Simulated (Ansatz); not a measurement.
# SiNi3 (Pm-3m), two-dimensional strain map

Method: DFT PBEsol, scalar-relativistic, plane waves, PAW (Ansatz 0.2.0). Cutoff 420 eV, Γ-centred 14×14×14 k-points, Gaussian smearing of 0.15 eV. No spin polarisation. A magnetic state may lie lower. Energies are free energies at this smearing, counted from the undisturbed cell; pressure is positive in compression.

The undisturbed cell (relaxed at this level; it needn't be the usual structure):

```xyz
4
Lattice="3.4612 0.0000 0.0000 0.0000 3.4612 0.0000 0.0000 0.0000 3.4612" Properties=species:S:1:pos:R:3 pbc="T T T"
Si    0.0000    0.0000    0.0000
Ni    0.0000    1.7306    1.7306
Ni    1.7306    0.0000    1.7306
Ni    1.7306    1.7306    0.0000
```

The cell is strained by p along both x and y and by q along z, fractional coordinates fixed. Points are written (p, q).

Energy above the undisturbed cell in meV/atom (a dash: not computed):

```
 p \ q  -0.050  -0.025  0.000  0.025  0.050
-0.050   211.1   145.7  102.2   78.1      ?
-0.025    91.2       –   23.5      –   23.2
 0.000    31.3     7.5    0.0      ?   26.7
 0.025    19.4       –      ?      –   70.7
 0.050    45.7       ?   75.1      –  146.1
```

(1) Fill in the withheld energies.

## Answers

(1) (-0.050, 0.050): 71.2; (0.000, 0.025): 7.0; (0.025, 0.000): 20.3; (0.050, -0.025): 54.6.